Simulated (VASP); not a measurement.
# AlP (F-43m) in VASP: single point with LDA

Aim: the single point of AlP with LDA.

Program: VASP 6.6.1. These are calculated values, not measurements. Logs are shortened: lines on timing, memory, paths and dates and some standing lists are left out, and cuts for length are marked.

**What was measured.**

A printed reference work, data compilation reports, for a bulk crystal of AlP at 4.2 K: band gap 2.505 eV (indirect).

The runs below are set against these values where they give the same quantity.

## (1) The cell of the first run

The structure is cubic, space group F-43m (No. 216). Conventional cell: a = 5.451 Å, b = 5.451 Å, c = 5.451 Å, α = 90.00°, β = 90.00°, γ = 90.00°. Al (site symmetry -43m) has 4 P at 2.36 Å within 3.1 Å. Within 3.1 Å of P (site symmetry -43m) lie 4 Al at 2.36 Å.

## (2) Single point, LDA

INCAR reads:

```
SYSTEM = AlP
  PREC = Accurate
  ENCUT = 500
  EDIFF = 1E-6
  ISMEAR = 1
  SIGMA = 0.1
  LREAL = .FALSE.
  LASPH = .TRUE.
  NELM = 120
  ALGO = Normal
  ISIF = 2
  LWAVE = .FALSE.
  LCHARG = .FALSE.
  NBANDS = 11
  GGA_COMPAT = .FALSE.
```

KPOINTS reads:

```
Automatic mesh
0
G
  7 7 7
  0 0 0
```

POSCAR reads:

```
AlP
1.0
    3.8544390000      0.0000000000      0.0000000000
    1.9272195000      3.3380420913      0.0000000000
    1.9272195000      1.1126806971      3.1471362649
Al P
1 1
Direct
    0.0000000000      0.0000000000      0.0000000000
    0.2500000000      0.2500000000      0.2500000000
```

Potentials or basis: VASP PAW LDA potentials, release 64 (Al, P).

Run with:

```console
$ cat potpaw_LDA.64/Al/POTCAR potpaw_LDA.64/P/POTCAR > POTCAR
$ mpirun -np 1 vasp_std > vasp.out
```

OUTCAR:

```text
SYSTEM = AlP
   PREC = Accurate
   ENCUT = 500
   EDIFF = 1E-6
   ISMEAR = 1
   LREAL = .FALSE.
   LASPH = .TRUE.
   NELM = 120
   ISIF = 2

 ion  position               nearest neighbor table
   1  0.000  0.000  0.000-   2 2.36   2 2.36   2 2.36   2 2.36
   2  0.250  0.250  0.250-   1 2.36   1 2.36   1 2.36   1 2.36

  LATTYP: Found a face centered cubic cell.
 ALAT       =     5.4509999091

  Lattice vectors:

 A1 = (   3.8544390000,   0.0000000000,   0.0000000000)
 A2 = (   1.9272195000,   3.3380420913,   0.0000000000)
 A3 = (   1.9272195000,   1.1126806971,   3.1471362649)

Analysis of symmetry for initial positions (statically):
=====================================================================
 Subroutine PRICEL returns:
 Original cell was already a primitive cell.

 Routine SETGRP: Setting up the symmetry group for a
 face centered cubic supercell.

 Subroutine GETGRP returns: Found 24 space group operations
 (whereof 24 operations were pure point group operations)
 out of a pool of 48 trial point group operations.

The static configuration has the point symmetry T_d .

Analysis of symmetry for dynamics (positions and initial velocities):
=====================================================================
 Subroutine PRICEL returns:
 Original cell was already a primitive cell.

 Routine SETGRP: Setting up the symmetry group for a
 face centered cubic supercell.

 Subroutine GETGRP returns: Found 24 space group operations
 (whereof 24 operations were pure point group operations)
 out of a pool of 48 trial point group operations.

The dynamic configuration has the point symmetry T_d .

 Subroutine INISYM returns: Found 24 space group operations
 (whereof 24 operations are pure point group operations),
 and found     1 'primitive' translations

----------------------------------------------------------------------------------------

                                     Primitive cell

  volume of cell :      40.4919

  direct lattice vectors                    reciprocal lattice vectors
     3.854439000  0.000000000  0.000000000     0.259441127 -0.149788405 -0.105916397
     1.927219500  3.338042091  0.000000000     0.000000000  0.299576810 -0.105916397
     1.927219500  1.112680697  3.147136265     0.000000000  0.000000000  0.317749190

  length of vectors
     3.854439000  3.854439000  3.854439000     0.317749190  0.317749190  0.317749190

  position of ions in fractional coordinates (direct lattice)
     0.000000000  0.000000000  0.000000000
     0.250000000  0.250000000  0.250000000

[... 80 lines left out ...]
   TEBEG  =    0.0;   TEEND  =   0.0 temperature during run
   PSTRESS=    0.0 pullay stress
   NELECT =       8.0000    total number of electrons
   NUPDOWN=      -1.0000    fix difference up-down
   EMIN   =  10.00;   EMAX   =-10.00  energy-range for DOS
   EFERMI =   0.00;   METHOD = LEGACY
   ISMEAR =     1;   SIGMA  =   0.10  broadening in eV -4-tet -1-fermi 0-gaus
   EFERMI_NEDOS =   21; number of points for ismear=-14 and -15
   IALGO  =     38    algorithm
   IMIX   =      4    mixing-type and parameters
     AMIX     =   0.40;   BMIX     =  1.00
     AMIX_MAG =   1.60;   BMIX_MAG =  1.00
  volume/ion in A,a.u.               =      20.25       136.63
  Fermi-wavevector in a.u.,A,eV,Ry     =   0.953488  1.801831 12.369597  0.909140
  Thomas-Fermi vector in A             =   2.082148
   LORBIT       =      0    0 simple, 1 ext, 2 COOP (PROOUT), +10 PAW based schemes
   GGA     = CA    functional components
   LHFCALC =     F    Hartree Fock is set to
   AEXX    =    0.0000 exact exchange contribution
   IVDW    =     0    specifies the selected vdW correction
   LEPSILON=     F    determine dielectric tensor
   LRPA    =     F    only Hartree local field effects (RPA)
 non-spin polarized calculation
 Methfessel and Paxton  Order N= 1 SIGMA  =   0.10
  energy-cutoff  :      500.00
  volume of cell :       40.49
 maximum number of plane-waves:      1040
   NGX = 13   NGY = 13   NGZ = 13

 number of electron       8.0000000 magnetization

 Free energy of the ion-electron system (eV)
  ---------------------------------------------------
  ext. energy  EPLUGINS =         0.00000000
  ---------------------------------------------------
  free energy    TOTEN  =       -11.40925567 eV

  energy without entropy =      -11.40931652  energy(sigma->0) =      -11.40927595

 E-fermi :   4.5803     XC(G=0):  -9.4676

 val. band max:        4.4973676827   @ k =   0.0000   0.0000   0.0000
 cond. band min:       6.0582272650   @ k =   0.4286   0.4286  -0.0000
 fundamental gap:      1.5608595823
 Fermi energy:         4.5803389462

 k-point     1 :       0.0000    0.0000    0.0000
  band No.  band energies     occupation
      1      -7.0367      2.00000
      2       4.4974      1.99453
      3       4.4974      1.99453
      4       4.4974      1.99453
      5       7.6577      0.00000
      6       8.9756      0.00000
      7       8.9756      0.00000
      8       8.9756      0.00000
      9      13.3149      0.00000
     10      13.3149      0.00000
     11      14.5134      0.00000
[... 253 lines left out ...]
 k-point    20 :      -0.2857    0.4286    0.1429
  band No.  band energies     occupation
      1      -4.6698      2.00000
      2      -0.4828      2.00000
      3       1.0435      2.00000
      4       2.1799      2.00000
      5       8.0550      0.00000
      6      10.0797      0.00000
      7      11.2112      0.00000
      8      11.4824      0.00000
      9      14.5314      0.00000
     10      15.6447      0.00000
     11      18.3780      0.00000

------------------------ aborting loop because EDIFF is reached ----------------------------------------

  FORCE on cell =-STRESS in cart. coord.  units (eV):
  Direction    XX          YY          ZZ          XY          YZ          ZX
  --------------------------------------------------------------------------------------
  -------------------------------------------------------------------------------------
  Total       -0.1955856     -0.1955856     -0.1955856     -0.0000000     -0.0000000     -0.0000000
  in kB       -7.7388953     -7.7388953     -7.7388953     -0.0000000     -0.0000000     -0.0000000
  external PRESSURE =      -7.7388953 kB  Pullay stress =       0.0000000 kB

 VOLUME and BASIS-vectors are now :
 -----------------------------------------------------------------------------
  energy-cutoff  :      500.00
  volume of cell :       40.49
      direct lattice vectors                 reciprocal lattice vectors
     3.854439000  0.000000000  0.000000000     0.259441127 -0.149788405 -0.105916397
     1.927219500  3.338042091  0.000000000     0.000000000  0.299576810 -0.105916397
     1.927219500  1.112680697  3.147136265     0.000000000  0.000000000  0.317749190

 POSITION                                       TOTAL-FORCE (eV/Angst)
 -----------------------------------------------------------------------------------
      0.00000      0.00000      0.00000        -0.000000      0.000000      0.000000
      1.92722      1.11268      0.78678         0.000000     -0.000000     -0.000000
 -----------------------------------------------------------------------------------
    total drift:                               -0.000000     -0.000000     -0.000000

  FREE ENERGIE OF THE ION-ELECTRON SYSTEM (eV)
  ---------------------------------------------------
  free  energy   TOTEN  =       -11.4092556690 eV

  energy  without entropy=      -11.4093165235  energy(sigma->0) =      -11.40927595
```

OSZICAR:

```text
N       E                     dE             d eps       ncg     rms          rms(c)
DAV:   1     0.105154004151E+02    0.10515E+02   -0.30383E+03   440   0.536E+02
DAV:   2    -0.110209039577E+02   -0.21536E+02   -0.20359E+02   573   0.911E+01
DAV:   3    -0.118371782784E+02   -0.81627E+00   -0.81494E+00   538   0.169E+01
DAV:   4    -0.118434078756E+02   -0.62296E-02   -0.62290E-02   538   0.184E+00
DAV:   5    -0.118434867770E+02   -0.78901E-04   -0.78901E-04   565   0.188E-01    0.466E+00
DAV:   6    -0.114792048331E+02    0.36428E+00   -0.69727E-01   499   0.306E+00    0.290E+00
DAV:   7    -0.114145161543E+02    0.64689E-01   -0.22434E-01   540   0.186E+00    0.144E+00
DAV:   8    -0.114094081638E+02    0.51080E-02   -0.17263E-02   512   0.604E-01    0.183E-01
DAV:   9    -0.114092401697E+02    0.16799E-03   -0.12044E-03   506   0.175E-01    0.576E-02
DAV:  10    -0.114092528583E+02   -0.12689E-04   -0.41602E-05   537   0.338E-02    0.202E-02
DAV:  11    -0.114092559475E+02   -0.30892E-05   -0.65201E-06   503   0.137E-02    0.142E-02
DAV:  12    -0.114092556690E+02    0.27850E-06   -0.12391E-06   310   0.473E-03
   1 F= -.11409256E+02 E0= -.11409276E+02  d E =0.608545E-04
```

It took 11 s on 1 thread of Intel Xeon 8259CL, shared host; peak memory 0.13 GiB.

What came out:

| Quantity | Value |
| --- | --- |
| Free energy | -11.4093 eV |
| Pressure | -0.8 GPa |
| Band gap on the k mesh | 1.56 eV, indirect (least direct gap 3.16 eV) |

Levels at points of the mesh, in eV from the valence-band top:
```tsv
k point	band 1	band 2	band 3	band 4	band 5	band 6	band 7	band 8	band 9
(0.00, 0.00, 0.00)	-11.53	0.00	0.00	0.00	3.16	4.48	4.48	4.48	8.82
```

## (3) Comparison with measurements

Step 2. Against the measured gap of AlP, 2.505 eV (indirect; 4.2 K; a printed reference work, data compilation), the calculated 1.56 eV is off by -0.94 eV. The value is that of LDA on a finite k mesh, which can miss the band edges, without temperature or zero-point motion. Semilocal functionals fall short of measured gaps as a rule.
